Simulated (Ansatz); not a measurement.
# WS2: the cost of one run

Method: DFT PBE, scalar-relativistic, plane waves, PAW, in Ansatz 0.2.0.

## Step 1: Starting point

The structure is trigonal, space group P3m1 (No. 156). The conventional cell has a = 3.183 Å, b = 3.183 Å, c = 28.532 Å, α = 90.00°, β = 90.00°, γ = 120.00°. Around W (site symmetry 3m) lie 6 S at 2.41 Å. Around S (site symmetry 3m) lie 3 W at 2.41 Å. Only part of the 9 independent sites is listed.

As a file:

```cif
data_structure
_symmetry_space_group_name_H-M 'P3m1'
_symmetry_Int_Tables_number 156
_cell_length_a 3.1830
_cell_length_b 3.1830
_cell_length_c 28.5322
_cell_angle_alpha 90.000
_cell_angle_beta 90.000
_cell_angle_gamma 120.000
_cell_volume 250.34
loop_
_atom_site_label
_atom_site_type_symbol
_atom_site_symmetry_multiplicity
_atom_site_Wyckoff_symbol
_atom_site_fract_x
_atom_site_fract_y
_atom_site_fract_z
_atom_site_occupancy
W1 W 1 a 0.00000 0.00000 0.65929 1
W2 W 1 c 0.66667 0.33333 0.88553 1
W3 W 1 c 0.66667 0.33333 0.43436 1
S1 S 1 a 0.00000 0.00000 0.94019 1
S2 S 1 a 0.00000 0.00000 0.48903 1
S3 S 1 c 0.66667 0.33333 0.71395 1
S4 S 1 a 0.00000 0.00000 0.83085 1
S5 S 1 a 0.00000 0.00000 0.37971 1
S6 S 1 c 0.66667 0.33333 0.60462 1
```

The runs take a perfect supercell of 36 atoms; the defect goes to fractional position (0.837, 0.667, 0.659).

## Step 2: The perfect supercell

input.yaml reads:

```yaml
crystal:
  lattice:
    - [-3.182954, -5.513038, 0.0]
    - [3.182954, -5.513038, 0.0]
    - [-1.591477, -2.756519, 28.532218]
  atoms:
    - { symbol: W, position: [0.837023, 0.666667, 0.659287] }
    - { symbol: W, position: [0.337023, 0.666667, 0.659287] }
    - { symbol: W, position: [0.837023, 0.166667, 0.659287] }
    - { symbol: W, position: [0.337023, 0.166667, 0.659287] }
    - { symbol: W, position: [0.890566, 0.333334, 0.885534] }
    - { symbol: W, position: [0.390566, 0.333334, 0.885534] }
    - { symbol: W, position: [0.890566, 0.833334, 0.885534] }
    - { symbol: W, position: [0.390566, 0.833334, 0.885534] }
    - { symbol: W, position: [0.616152, 0.333334, 0.434362] }
    - { symbol: W, position: [0.116152, 0.333334, 0.434362] }
    - { symbol: W, position: [0.616152, 0.833334, 0.434362] }
    - { symbol: W, position: [0.116152, 0.833334, 0.434362] }
    - { symbol: S, position: [0.696574, 0.666666, 0.940186] }
    - { symbol: S, position: [0.196574, 0.666666, 0.940186] }
    - { symbol: S, position: [0.696574, 0.166666, 0.940186] }
    - { symbol: S, position: [0.196574, 0.166666, 0.940186] }
    - { symbol: S, position: [0.922151, 0.666667, 0.489031] }
    - { symbol: S, position: [0.422151, 0.666667, 0.489031] }
    - { symbol: S, position: [0.922151, 0.166667, 0.489031] }
    - { symbol: S, position: [0.422151, 0.166667, 0.489031] }
    - { symbol: S, position: [0.976357, 0.333334, 0.713952] }
    - { symbol: S, position: [0.476357, 0.333334, 0.713952] }
    - { symbol: S, position: [0.976357, 0.833334, 0.713952] }
    - { symbol: S, position: [0.476357, 0.833334, 0.713952] }
    - { symbol: S, position: [0.751243, 0.666666, 0.830848] }
    - { symbol: S, position: [0.251243, 0.666666, 0.830848] }
    - { symbol: S, position: [0.751243, 0.166666, 0.830848] }
    - { symbol: S, position: [0.251243, 0.166666, 0.830848] }
    - { symbol: S, position: [0.976812, 0.666666, 0.37971] }
    - { symbol: S, position: [0.476812, 0.666666, 0.37971] }
    - { symbol: S, position: [0.976812, 0.166666, 0.37971] }
    - { symbol: S, position: [0.476812, 0.166666, 0.37971] }
    - { symbol: S, position: [0.531021, 0.333333, 0.604625] }
    - { symbol: S, position: [0.031021, 0.333333, 0.604625] }
    - { symbol: S, position: [0.531021, 0.833333, 0.604625] }
    - { symbol: S, position: [0.031021, 0.833333, 0.604625] }
basis:
  ecutwfc: 420
  fft_grid_basis: typed
kpoints:
  mp_grid: { grid: [2, 2, 2] }
hamiltonian:
  xc: pbe
  pseudopotentials: { kind: paw }
scf:
  occupations: { method: gaussian, width: 0.05 }
output:
  forces: true
  stress: false
  eigenvalues: true
  bader: false
  write_density: true
  volumetric_format: npy
```

On the command line:

```
$ ansatz run input.yaml --threads 4 --pin off --max-ram 10240MiB --backend cpu --events-out ev --progress --plain --runs-dir out
```

Q: Estimate wall time and peak memory on 4 threads of Arm Neoverse V2, shared host.

About 16 s, with a peak of 4 GiB.
